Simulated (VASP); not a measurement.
VASP 6.6.1 run: KBr

INCAR

```
LASPH = .TRUE.
LWAVE = .FALSE.
IBRION = -1
PREC = Accurate
ENCUT = 520
LREAL = .FALSE.
IVDW = 20
ISIF = 2
EDIFF = 1E-7
LCHARG = .FALSE.
ISMEAR = -1
GGA = PE
SIGMA = 0.02
NSW = 0
NBANDS = 15
NELM = 120
```

KPOINTS

```
KPOINTS created by Atomic Simulation Environment
0
Gamma
5 5 5
0 0 0
```

POSCAR

```
K  Br
 1.0000000000000000
     0.0000000000000000    3.3022478200999998    3.3022478200999998
     3.2583279241000001    0.0000000000000000    3.3022478200999998
     3.2583279241000001    3.3022478200999998    0.0000000000000000
 K   Br
   1   1
Cartesian
  0.0000000000000000  0.0000000000000000  0.0000000000000000
  3.2583279240999996  3.3022478201000003  3.3022478201000007
```

The recommended PBE PAW datasets give the neutral cell 16 valence electrons.

Command

```
mpirun -np 1 vasp_std
```

OSZICAR

```
N       E                     dE             d eps       ncg     rms          rms(c)
DAV:   1     0.941905587030E+02    0.94191E+02   -0.67266E+03   540   0.926E+02
DAV:   2    -0.658045312438E+00   -0.94849E+02   -0.89080E+02   702   0.231E+02
DAV:   3    -0.616850630548E+01   -0.55105E+01   -0.54881E+01   760   0.470E+01
DAV:   4    -0.637859871052E+01   -0.21009E+00   -0.21006E+00   813   0.780E+00
DAV:   5    -0.638010488585E+01   -0.15062E-02   -0.15062E-02   780   0.701E-01    0.318E+00
DAV:   6    -0.621070135690E+01    0.16940E+00   -0.21392E-01   687   0.223E+00    0.232E+00
DAV:   7    -0.619984595609E+01    0.10855E-01   -0.10633E-01   736   0.176E+00    0.104E+00
DAV:   8    -0.620859477993E+01   -0.87488E-02   -0.11443E-02   576   0.792E-01    0.115E-01
DAV:   9    -0.620939332003E+01   -0.79854E-03   -0.80039E-04   750   0.174E-01    0.774E-02
DAV:  10    -0.620966922785E+01   -0.27591E-03   -0.27315E-04   582   0.948E-02    0.119E-02
DAV:  11    -0.620968644551E+01   -0.17218E-04   -0.26014E-05   689   0.290E-02    0.629E-03
DAV:  12    -0.620968810410E+01   -0.16586E-05   -0.41643E-06   575   0.133E-02    0.160E-03
DAV:  13    -0.620968820307E+01   -0.98967E-07   -0.10002E-07   661   0.174E-03
   1 F= -.77533334E+01 E0= -.77533334E+01  d E =-.264262E-11
```

From OUTCAR

```
k-points           NKPTS =     18   k-points in BZ     NKDIM =     18   number of bands    NBANDS=     15

   NELECT =      16.0000    total number of electrons

   dimension x,y,z NGX =    36 NGY =   36 NGZ =   36
   dimension x,y,z NGXF=    72 NGYF=   72 NGZF=   72

  energy-cutoff  :      520.00
  volume of cell :       71.06
      direct lattice vectors                 reciprocal lattice vectors
     0.000000000  3.302247820  3.302247820    -0.153452940  0.151412016  0.151412016
     3.258327924  0.000000000  3.302247820     0.153452940 -0.151412016  0.151412016
     3.258327924  3.302247820  0.000000000     0.153452940  0.151412016 -0.151412016

 k-points in reciprocal lattice and weights: KPOINTS created by Atomic Simulation Env
   0.00000000  0.00000000  0.00000000       0.008
   0.20000000  0.00000000  0.00000000       0.064
   0.40000000 -0.00000000 -0.00000000       0.064
   0.20000000  0.20000000  0.00000000       0.032
   0.40000000  0.20000000 -0.00000000       0.128
  -0.40000000  0.20000000  0.00000000       0.128
  -0.20000000  0.20000000 -0.00000000       0.064
   0.40000000  0.40000000  0.00000000       0.032
   ...

 E-fermi :  -1.2365

 k-point     1 :       0.0000    0.0000    0.0000
  band No.  band energies     occupation
      1     -29.4518      2.00000
      2     -14.0015      2.00000
      3     -12.9305      2.00000
      4     -12.9301      2.00000
      5     -12.9301      2.00000
      6      -1.6974      2.00000
      7      -1.6974      2.00000
      8      -1.6903      2.00000
      9       2.7691      0.00000
     10       5.8840      0.00000
     11       5.8840      0.00000
     12       5.9667      0.00000
     13       6.7109      0.00000
     14       6.7733      0.00000
     15       9.9375      0.00000

 k-point     2 :       0.2000    0.0000    0.0000
  band No.  band energies     occupation
      1     -29.4498      2.00000
      2     -14.0723      2.00000
      3     -12.9326      2.00000
      4     -12.9318      2.00000
      5     -12.8341      2.00000
      6      -2.1927      2.00000
      7      -1.8219      2.00000
      8      -1.8181      2.00000
      9       3.6684      0.00000
     10       5.7651      0.00000
     11       6.3538      0.00000
     12       6.4016      0.00000
     13       7.2248      0.00000
     14       7.2964      0.00000
     15      10.9409      0.00000

 k-point     3 :       0.4000   -0.0000   -0.0000
  band No.  band energies     occupation
      1     -29.4464      2.00000
      2     -14.1683      2.00000
      3     -12.9366      2.00000
      4     -12.9342      2.00000
      5     -12.6961      2.00000
      6      -2.8058      2.00000
      7      -2.0083      2.00000
      8      -2.0061      2.00000
      9       4.7864      0.00000
     10       6.3458      0.00000
     11       7.5508      0.00000
     12       7.5860      0.00000
     13       8.3205      0.00000
     14       8.4117      0.00000
     15       9.4821      0.00000

 ...

  Total      -1.92070    -2.08083    -2.08083     0.00000     0.00000     0.00000
  in kB     -43.30382   -46.91411   -46.91411     0.00000     0.00000     0.00000
  external pressure =      -45.71 kB  Pullay stress =        0.00 kB

 POSITION                                       TOTAL-FORCE (eV/Angst)
 -----------------------------------------------------------------------------------
      0.00000      0.00000      0.00000         0.000000     -0.000000     -0.000000
      3.25833      3.30225      3.30225         0.000000      0.000000      0.000000
 -----------------------------------------------------------------------------------
    total drift:                                0.000000      0.000000      0.000000

  FREE ENERGIE OF THE ION-ELECTRON SYSTEM (eV)
  ---------------------------------------------------
  free  energy   TOTEN  =        -7.7533334257 eV

  energy  without entropy=       -7.7533334257  energy(sigma->0) =       -7.75333343
```

It converged. Results: gap between bands v and c on the k mesh 4.46 eV; least direct gap on the k mesh 4.46 eV; pressure -4.6 GPa. Band v is the last that the valence electrons fill when counted band by band, and c is the next.

For comparison, a separate PBE run of the intended cell, on usual settings and not on those above, gives a gap of 4.46 eV on its mesh and a pressure of 1.0 GPa.

The run above took about 12 s on one core of a shared host (Intel Xeon 6975P-C) and held 0.2 GiB at most.
